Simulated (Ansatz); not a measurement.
**SrTe: a single-point run**

The task is a single-point run on SrTe. The structure is shown as the input types it.

Computed with Ansatz 0.2.0 (density functional or hybrid calculation with the settings of its input, plane waves (as first typed), unless a step's input says otherwise).

1 further run of the same task is left out (for a known fault of the program).

## Step 1: The system as given

The structure is cubic, space group Fm-3m (No. 225). Conventional cell: a = 6.706 Å, b = 6.706 Å, c = 6.706 Å, α = 90.00°, β = 90.00°, γ = 90.00°. Sr (site symmetry m-3m) has 6 Te at 3.35 Å as nearest neighbours. Around Te (site symmetry m-3m) lie 6 Sr at 3.35 Å.

Coordinates:

```
CELL_PARAMETERS angstrom
0.00000 3.35276 3.35276
3.35276 0.00000 3.35276
3.35276 3.35276 0.00000
ATOMIC_POSITIONS crystal
Sr 0.00000 0.00000 0.00000
Te 0.50000 0.50000 0.50000
```

## Step 2: The calculation

input.yaml reads:

```yaml
crystal:
  lattice:
    - [0.0, 3.352758202, 3.352758202]
    - [3.352758202, 0.0, 3.352758202]
    - [3.352758202, 3.352758202, 0.0]
  atoms:
    - { symbol: Sr, position: [0.0, 0.0, 0.0] }
    - { symbol: Te, position: [0.5, 0.5, 0.5] }
kpoints:
  mp_grid: { grid: [4, 4, 4] }
hamiltonian:
  xc: pbe
scf:
  occupations: { method: fixed }
  n_extra_bands: 4
  max_iter: 58
output:
  forces: true
  stress: true
  eigenvalues: true
basis:
  ecutwfc: 80
```

Command:

```sh
$ ansatz run input.yaml --threads 4 --pin off --max-ram 3686MiB --backend cpu --events-out ev --progress --plain --runs-dir out
```

**Question.** How will this run end, and is anything wrong with its input?

This run ends as converged, with warnings (cutoff below recommended). It gives a pressure of -23 GPa, which is large.

The suspect setting: basis.ecutwfc is 80. The basis cutoff is far too low: the plane waves can't represent the orbitals near the cores. The potentials' recommended cutoff is 420 eV.

Run again and compare: delete basis.ecutwfc (the default then holds).
